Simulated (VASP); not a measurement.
# CdTe (F-43m) in VASP: G0W0 quasiparticle levels with PBEsol

Aim: the G0W0 quasiparticle levels of CdTe with PBEsol.

All numbers are computed with VASP 6.6.1; they aren't measurements. Logs are shortened: lines on timing, memory, paths and dates and some standing lists are left out, and cuts for length are marked.

**Measured values to compare with.**

A printed reference work, data compilation reports, for a bulk crystal of CdTe at 0 K: band gap 1.607 eV.

How close the calculation comes is told below.

## Step 1: Starting point

Symmetry: F-43m, No. 216, cubic system. The conventional cell has a = 6.410 Å, b = 6.410 Å, c = 6.410 Å, α = 90.00°, β = 90.00°, γ = 90.00°. Cd (site symmetry -43m) has 4 Te at 2.78 Å as nearest neighbours. Te (site symmetry -43m) is surrounded by 4 Cd at 2.78 Å.

## Step 2: G0W0 quasiparticle levels, PBEsol

POSCAR reads:

```
CdTe
1.0
    0.0000000000      3.2050000000      3.2050000000
    3.2050000000      0.0000000000      3.2050000000
    3.2050000000      3.2050000000      0.0000000000
Cd Te
1 1
Direct
    0.0000000000      0.0000000000      0.0000000000
    0.2500000000      0.2500000000      0.2500000000
```

INCAR.step1 reads:

```
PREC = Accurate
ENCUT = 450
EDIFF = 1E-8
ISMEAR = 0
SIGMA = 0.01
LREAL = False
LASPH = True
NELM = 100
ALGO = Normal
LWAVE = True
LCHARG = False
GGA = PS
KPAR = 8
```

INCAR.step2 reads:

```
PREC = Accurate
ENCUT = 450
EDIFF = 1E-8
ISMEAR = 0
SIGMA = 0.01
LREAL = False
LASPH = True
NELM = 1
ALGO = Exact
LWAVE = True
LCHARG = False
GGA = PS
NBANDS = 109
LOPTICS = True
ISTART = 1
KPAR = 8
```

INCAR.step3 reads:

```
PREC = Accurate
ENCUT = 450
EDIFF = 1E-8
ISMEAR = 0
SIGMA = 0.01
LREAL = False
LASPH = True
ALGO = EVGW0
LWAVE = False
LCHARG = False
GGA = PS
NELMGW = 1
NBANDS = 109
ENCUTGW = 150
NOMEGA = 50
PRECFOCK = Fast
ISTART = 1
NBANDSGW = 17
KPAR = 8
```

KPOINTS reads:

```
regular mesh
0
Gamma
  5 5 5
```

Potentials or basis: VASP PAW PBE potentials, release 64 (Cd_GW, Te_GW).

The run is started by

```
$ cat potpaw_PBE.64/Cd_GW/POTCAR potpaw_PBE.64/Te_GW/POTCAR > POTCAR
$ cp INCAR.step1 INCAR
$ mpirun -np 8 vasp_std > vasp.out
$ cp INCAR.step2 INCAR
$ mpirun -np 8 vasp_std > vasp.out
$ cp INCAR.step3 INCAR
$ mpirun -np 8 vasp_std > vasp.out
```

OUTCAR:

```text
PREC = Accurate
   ENCUT = 450
   EDIFF = 1E-8
   ISMEAR = 0
   LREAL = False
   LASPH = True
   GGA = PS
   NELMGW = 1
   ENCUTGW = 150
   PRECFOCK = Fast
   ISTART = 1

 ion  position               nearest neighbor table
   1  0.000  0.000  0.000-   2 2.78   2 2.78   2 2.78   2 2.78
   2  0.250  0.250  0.250-   1 2.78   1 2.78   1 2.78   1 2.78

  LATTYP: Found a face centered cubic cell.
 ALAT       =     6.4100000000

  Lattice vectors:

 A1 = (   0.0000000000,   3.2050000000,   3.2050000000)
 A2 = (   3.2050000000,   0.0000000000,   3.2050000000)
 A3 = (   3.2050000000,   3.2050000000,   0.0000000000)

Analysis of symmetry for initial positions (statically):
=====================================================================
 Subroutine PRICEL returns:
 Original cell was already a primitive cell.

 Routine SETGRP: Setting up the symmetry group for a
 face centered cubic supercell.

 Subroutine GETGRP returns: Found 24 space group operations
 (whereof 24 operations were pure point group operations)
 out of a pool of 48 trial point group operations.

The static configuration has the point symmetry T_d .

Analysis of symmetry for dynamics (positions and initial velocities):
=====================================================================
 Subroutine PRICEL returns:
 Original cell was already a primitive cell.

 Routine SETGRP: Setting up the symmetry group for a
 face centered cubic supercell.

 Subroutine GETGRP returns: Found 24 space group operations
 (whereof 24 operations were pure point group operations)
 out of a pool of 48 trial point group operations.

The dynamic configuration has the point symmetry T_d .

 Subroutine INISYM returns: Found 24 space group operations
 (whereof 24 operations are pure point group operations),
 and found     1 'primitive' translations

----------------------------------------------------------------------------------------

                                     Primitive cell

  volume of cell :      65.8437

  direct lattice vectors                    reciprocal lattice vectors
     0.000000000  3.205000000  3.205000000    -0.156006240  0.156006240  0.156006240
     3.205000000  0.000000000  3.205000000     0.156006240 -0.156006240  0.156006240
[... 48 lines left out ...]
 -0.200000  0.200000  0.000000     12.000000
  0.400000  0.400000  0.000000      6.000000
 -0.400000  0.400000  0.000000     12.000000
 -0.400000  0.400000  0.200000     24.000000
   k-points           NKPTS =     10   k-points in BZ     NKDIM =    125   number of bands    NBANDS=    109
   number of dos      NEDOS =    301   number of ions     NIONS =      2
   total plane-waves  NPLWV =  32768
   dimension x,y,z NGX =    32 NGY =   32 NGZ =   32
   dimension x,y,z NGXF=    64 NGYF=   64 NGZF=   64
   ions per type =               1   1
   NGX,Y,Z   is equivalent  to a cutoff of  11.74, 11.74, 11.74 a.u.
   NGXF,Y,Z  is equivalent  to a cutoff of  23.47, 23.47, 23.47 a.u.
 SYSTEM =  unknown system
   PREC   = accura    normal or accurate (medium, high low for compatibility)
   ISTART =      1    job   : 0-new  1-cont  2-samecut
   ICHARG =      0    charge: 1-file 2-atom 10-const
   ISPIN  =      1    spin polarized calculation?
   LNONCOLLINEAR =      F non collinear calculations
   LSORBIT =      F    spin-orbit coupling
   LASPH  =      T    aspherical Exc in radial PAW
   ENCUT  =  450.0 eV  33.07 Ry    5.75 a.u.   7.84  7.84  7.84*2*pi/ulx,y,z
   NELM   =     60;   NELMIN=  2; NELMDL=  0     # of ELM steps
   EDIFF  = 0.1E-07   stopping-criterion for ELM
   LREAL  =      F    real-space projection
   EDIFFG = 0.1E-06   stopping-criterion for IOM
   NSW    =      0    number of steps for IOM
   IBRION =     -1    ionic relax: 0-MD 1-quasi-New 2-CG
   NFREE  =      0    steps in history (QN), initial steepest desc. (CG)
   ISIF   =      0    stress and relaxation
   ISYM   =      3    0-nonsym 1-usesym 2-fastsym
   POTIM  = 0.5000    time-step for ionic-motion
   TEBEG  =    0.0;   TEEND  =   0.0 temperature during run
   PSTRESS=    0.0 pullay stress
   NELECT =      18.0000    total number of electrons
   NUPDOWN=      -1.0000    fix difference up-down
   EMIN   =  10.00;   EMAX   =-10.00  energy-range for DOS
   EFERMI =   0.00;   METHOD = LEGACY
   ISMEAR =     0;   SIGMA  =   0.01  broadening in eV -4-tet -1-fermi 0-gaus
   EFERMI_NEDOS =   21; number of points for ismear=-14 and -15
   IALGO  =     38    algorithm
   IMIX   =      4    mixing-type and parameters
     AMIX     =   0.40;   BMIX     =  1.00
     AMIX_MAG =   1.60;   BMIX_MAG =  1.00
  volume/ion in A,a.u.               =      32.92       222.17
  Fermi-wavevector in a.u.,A,eV,Ry     =   1.062497  2.007828 15.359610  1.128899
  Thomas-Fermi vector in A             =   2.197950
   LORBIT       =      0    0 simple, 1 ext, 2 COOP (PROOUT), +10 PAW based schemes
   GGA     = PS    functional components
   LHFCALC =     T    Hartree Fock is set to
   PRECFOCK=fast      Normal, Fast or Accurate (Low or Medium for compatibility)
   ENCUT4O =  -1.0   cutoff for four orbital integrals eV
   NKREDX  =     1    reduce k-point grid by
   NKREDY  =     1    reduce k-point grid by
   NKREDZ  =     1    reduce k-point grid by
   AEXX    =    1.0000 exact exchange contribution
   HFSCREEN=    0.0000 screening length (either q_TF or 0.3 A-1)
   HFSCREENC=   0.0000 screening length for correlation (either q_TF or 0.3 A-1)
   ENCUTFOCK=  -1.0 apply spherical cutoff to Coloumb kernel
   IVDW    =     0    specifies the selected vdW correction
   LEPSILON=     F    determine dielectric tensor
   LRPA    =     F    only Hartree local field effects (RPA)
   LRPAFORCE           =     F    calculate RPA forces
   ENCUTGW             = 150.0    cutoff for response function in eV
   ENCUTGWSOFT         = 120.0    soft cutoff for Coulomb kernel in GW response function in eV
   ENCUTLF             =  -1.0    cutoff for local field effects
   NELMGW              =     1    number of iterations in solving QP/BSE equation
   NELMHF              =     1    number of iterations in the inner HF iteration
   NKREDLFX            =     1    NKREDLFY  =   1   NKREDLFZ  =   1
 non-spin polarized calculation
 Gauss-broadening in eV      SIGMA  =   0.01
  energy-cutoff  :      450.00
  volume of cell :       65.84
 maximum number of plane-waves:      1440
  NGX = 18; NGY = 18; NGZ = 18
   NGX = 15   NGY = 15   NGZ = 15
 maximum number of plane-waves:       291

 QP shifts <psi_nk| G(iteration)W_0 |psi_nk>: iteration 1
 for sc-GW calculations column KS-energies equals QP-energies in previous step
 and V_xc(KS)=  KS-energies - (<T + V_ion + V_H > + <T+V_H+V_ion>^1  + <V_x>^1)

 k-point   1 :       0.0000    0.0000    0.0000
  band No.  KS-energies  QP-energies   sigma(KS)   V_xc(KS)     V^pw_x(r,r')   Z            occupation Imag(sigma)

      1      -7.8776      -8.0995     -11.4200     -11.0670     -17.3073       0.6286       2.0000       0.9248
      2      -4.8617      -6.3780     -17.4325     -15.2162     -22.8972       0.6842       2.0000       0.2596
      3      -4.8617      -6.3780     -17.4325     -15.2162     -22.8972       0.6842       2.0000       0.2596
      4      -4.8617      -6.3780     -17.4325     -15.2162     -22.8972       0.6842       2.0000       0.2596
      5      -4.5717      -6.1592     -17.7826     -15.4804     -23.1750       0.6895       2.0000       0.2151
      6      -4.5717      -6.1592     -17.7826     -15.4804     -23.1750       0.6895       2.0000       0.2151
[... 185 lines left out ...]
      3      -4.7299      -6.2664     -17.5754     -15.3395     -23.0255       0.6872       2.0000       0.2518
      4      -4.6137      -6.1862     -17.6989     -15.4140     -23.1029       0.6882       2.0000       0.2246
      5      -4.5635      -6.1453     -17.7812     -15.4865     -23.1852       0.6893       2.0000       0.2167
      6      -4.0569      -5.4017     -16.9886     -15.0481     -22.2255       0.6930       2.0000       0.2909
[... 9 lines left out ...]
     16      15.6412      15.9063      -7.9004      -8.2565      -2.6050       0.7445       0.0000      -0.4431
     17      15.8452      16.2768      -9.1407      -9.7228      -3.4847       0.7415       0.0000      -0.5871
```

OUTCAR.step2:

```text
PREC = Accurate
   ENCUT = 450
   EDIFF = 1E-8
   ISMEAR = 0
   LREAL = False
[... 779 lines left out ...]
     0.00000    17.80550    17.80550    17.80550    -0.00000     0.00000     0.00000
     0.97751    -1.17701    -1.17701    -1.17701    -0.00000     0.00000     0.00000
     1.95503    17.10661    17.10661    17.10661    -0.00000     0.00000     0.00000
     2.93254     3.27863     3.27863     3.27863    -0.00000    -0.00000     0.00000
     3.91005    15.76318    15.76318    15.76318     0.00000     0.00000    -0.00000
     4.88756    -4.18568    -4.18568    -4.18568     0.00000    -0.00000    -0.00000
[... 92 lines left out ...]
    95.79625     0.93945     0.93945     0.93945     0.00000     0.00000    -0.00000
    96.77376     0.94099     0.94099     0.94099     0.00000     0.00000    -0.00000
```

Wall time 2 min (8 MPI ranks of Intel Xeon Platinum 8488C (Sapphire Rapids), shared host); peak memory 0.65 GiB.

Results:

* Band gap on the k mesh, mean-field level: 0.75 eV, direct
* Quasiparticle gap: 1.63 eV
* Least direct quasiparticle gap: 1.63 eV

Caveat: bands, screening cutoff and mesh are small and nothing is extrapolated, so the quasiparticle values aren't converged; spin-orbit coupling is left out, which moves the levels of the heavy elements.

## Step 3: Comparison with measurements

Step 2. Measured gap of CdTe: 1.607 eV (0 K; a printed reference work, data compilation). This calculation gives 1.63 eV (+0.02 eV). Spin-orbit coupling on Cd, Te is left out. The value is that of G0W0 on PBEsol, without temperature or zero-point motion.
